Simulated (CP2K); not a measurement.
**Ni under changes of volume**

One of the cells (10.492 Å³/atom); the others are scaled copies at fixed shape and fractional positions:

```
CELL_PARAMETERS angstrom
2.45730 0.00000 0.00000
1.22865 2.12808 0.00000
1.22865 0.70936 2.00638
ATOMIC_POSITIONS crystal
Ni 0.00000 0.00000 0.00000
```

| Quantity | Value |
| --- | --- |
| Program | CP2K 2026.2 |
| Functional | PBEsol |
| Potentials or basis | GTH_POTENTIALS Ni GTH-PBE-q18; TZVP-MOLOPT-SR-GTH basis |
| Density cutoff | 8163 eV |
| k mesh | 13 × 13 × 13 |
| Occupations | fermi-dirac, width 0.05 eV |
| Spin | collinear spin, ferromagnetic start |
| Starting moments | [1.0] μB |

```tsv
volume (Å³/atom)	energy over the lowest point (meV/atom)	pressure (GPa)
9.862	?	?
10.072	8.51	8.0
10.282	1.83	2.6
10.492	0.00	-2.1
10.702	5.70	-6.3
10.912	16.62	-10.0
11.122	32.19	-13.4
```

**Question.** What does the run at 9.862 Å³/atom give?

**Answer.** Energy over the lowest point 22.63 meV/atom; pressure 14.0 GPa.

Worked out: A Birch-Murnaghan fit of order 3 (a polynomial in V^(-2/3)) to the other rows has its minimum at 10.42 Å³/atom with B0 = V·E''(V) = 233 GPa (rough, since the energies scatter). It gives 22.83 meV/atom at 9.862 Å³/atom, against the run's 22.63, and -dE/dV = 13.6 GPa, against 14.0.

Energies are extrapolated to zero smearing.

Caveats: the potentials were made for another functional, which shifts forces and pressure; the basis of atomic orbitals isn't converged, which shifts pressures, moduli and gaps; the total moment is fixed, so each spin has its own Fermi level.
